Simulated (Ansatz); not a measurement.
# What strain does to BN (zincblende)

Zincblende BN, relaxed with r2SCAN in Ansatz 0.2.0. Space group F-43m (No. 216), cubic; a = 3.610 Å in the conventional setting, 5.88 Å³ an atom. B has 4 N at 1.56 Å; N has 4 B at 1.56 Å.

The axes x, y and z are those of this cell:
```
CELL_PARAMETERS angstrom
0.00000 1.80483 1.80483
1.80483 0.00000 1.80483
1.80483 1.80483 0.00000
ATOMIC_POSITIONS crystal
B 0.00000 0.00000 0.00000
N 0.25000 0.25000 0.25000
```

Unstrained: PBE gives an indirect gap of 4.477 eV, from Γ to X; the least direct gap is 8.852 eV at Γ. r2SCAN gives an indirect gap of 5.003 eV, from Γ to X; the least direct gap is 9.587 eV at Γ. HSE06 gives an indirect gap of 5.794 eV, from Γ to X; the least direct gap is 10.592 eV at Γ. Meshes: PBE 12×12×12, r2SCAN 12×12×12, HSE06 8×8×8. Strains are changes of length per length. After each strain the atoms were relaxed again with r2SCAN within the symmetry that the strain leaves, so tilts or polar shifts that break it weren't tested; points keep the names that they have in the unstrained zone. No spin polarisation and no zero-point or thermal motion.

Changes of the least gap in eV (an overlap counts as a negative gap):

| strain | volume change (%) | space group | PBE | r2SCAN | HSE06 | G0W0@PBE (mesh) | energy rise, r2SCAN (meV/atom) |
| --- | --- | --- | --- | --- | --- | --- | --- |
| epitaxial -4.0 % in the plane normal to [111], free normal strain +0.64 % | -7.2 | R3m | -0.110 | -0.101 | -0.083 | -0.08 | 70.6 |
| epitaxial -3.0 % in the plane normal to [111], free normal strain +0.48 % | -5.5 | R3m | -0.060 | -0.050 | -0.038 | -0.03 | 38.7 |
| epitaxial -2.0 % in the plane normal to [111], free normal strain +0.32 % | -3.7 | R3m | -0.026 | -0.018 | -0.010 | -0.01 | 16.8 |
| epitaxial -1.0 % in the plane normal to [111], free normal strain +0.16 % | -1.8 | R3m | -0.007 | -0.001 | +0.001 | 0.00 | 4.1 |
| epitaxial +1.0 % in the plane normal to [111], free normal strain -0.15 % | +1.9 | R3m | -0.050 | -0.054 | -0.048 | -0.06 | 3.9 |
| epitaxial +2.0 % in the plane normal to [111], free normal strain -0.31 % | +3.7 | R3m | -0.098 | -0.108 | -0.095 | -0.12 | 15.1 |
| epitaxial +3.0 % in the plane normal to [111], free normal strain -0.46 % | +5.6 | R3m | -0.144 | -0.158 | -0.138 | -0.18 | 33.0 |
| epitaxial +4.0 % in the plane normal to [111], free normal strain -0.61 % | +7.5 | R3m | -0.177 | -0.197 | -0.168 | -0.22 | 57.2 |

Unstrained, G0W0@PBE with 49 empty bands, a screening cutoff of 150 eV and a 6×6×6 mesh gives 6.01 eV on its mesh; the band count follows the volume. G0W0 values are finite-basis, finite-mesh values.

Epitaxial -4.0 % in the plane normal to [111], free normal strain +0.64 %. HSE06: the gap goes from 5.794 to 5.711 eV (-0.083 eV); with r2SCAN the top three valence levels at Γ, degenerate before, become 2+1 from the top over 391 meV. Stress change with r2SCAN, compression positive: xx +34.84, yy +34.84, zz +34.84, xy -17.43, xz -17.43, yz -17.43 GPa.

Epitaxial -3.0 % in the plane normal to [111], free normal strain +0.48 %. HSE06: the gap goes from 5.794 to 5.756 eV (-0.038 eV); with r2SCAN the top three valence levels at Γ, degenerate before, become 2+1 from the top over 258 meV. Stress change with r2SCAN, compression positive: xx +24.94, yy +24.94, zz +24.94, xy -12.48, xz -12.48, yz -12.48 GPa.

Epitaxial -2.0 % in the plane normal to [111], free normal strain +0.32 %. HSE06: the gap goes from 5.794 to 5.784 eV (-0.010 eV); with r2SCAN the top three valence levels at Γ, degenerate before, become 2+1 from the top over 149 meV. Stress change with r2SCAN, compression positive: xx +15.86, yy +15.86, zz +15.86, xy -7.94, xz -7.94, yz -7.94 GPa.

Epitaxial -1.0 % in the plane normal to [111], free normal strain +0.16 %. HSE06: the gap goes from 5.794 to 5.795 eV (+0.001 eV); with r2SCAN the top three valence levels at Γ, degenerate before, become 2+1 from the top over 64 meV. Stress change with r2SCAN, compression positive: xx +7.56, yy +7.56, zz +7.56, xy -3.79, xz -3.79, yz -3.79 GPa.

Epitaxial +1.0 % in the plane normal to [111], free normal strain -0.15 %. HSE06: the gap goes from 5.794 to 5.746 eV (-0.048 eV); with r2SCAN the top three valence levels at Γ, degenerate before, become 1+2 from the top over 41 meV. Stress change with r2SCAN, compression positive: xx -6.89, yy -6.89, zz -6.89, xy +3.43, xz +3.43, yz +3.43 GPa.

Epitaxial +2.0 % in the plane normal to [111], free normal strain -0.31 %. HSE06: the gap goes from 5.794 to 5.699 eV (-0.095 eV); with r2SCAN the top three valence levels at Γ, degenerate before, become 1+2 from the top over 69 meV. Stress change with r2SCAN, compression positive: xx -13.14, yy -13.14, zz -13.14, xy +6.56, xz +6.56, yz +6.56 GPa.

Epitaxial +3.0 % in the plane normal to [111], free normal strain -0.46 %. HSE06: the gap goes from 5.794 to 5.656 eV (-0.138 eV); with r2SCAN the top three valence levels at Γ, degenerate before, become 1+2 from the top over 85 meV. Stress change with r2SCAN, compression positive: xx -18.78, yy -18.78, zz -18.78, xy +9.38, xz +9.38, yz +9.38 GPa.

Epitaxial +4.0 % in the plane normal to [111], free normal strain -0.61 %. HSE06: the gap goes from 5.794 to 5.626 eV (-0.168 eV); with r2SCAN the top three valence levels at Γ, degenerate before, become 1+2 from the top over 76 meV. Stress change with r2SCAN, compression positive: xx -23.87, yy -23.87, zz -23.87, xy +11.92, xz +11.92, yz +11.92 GPa.

The meshes of the hybrids are coarse, so their gaps aren't converged to the digits shown.

The splittings at Γ are without spin-orbit coupling, which regroups them where it is of like size or larger.
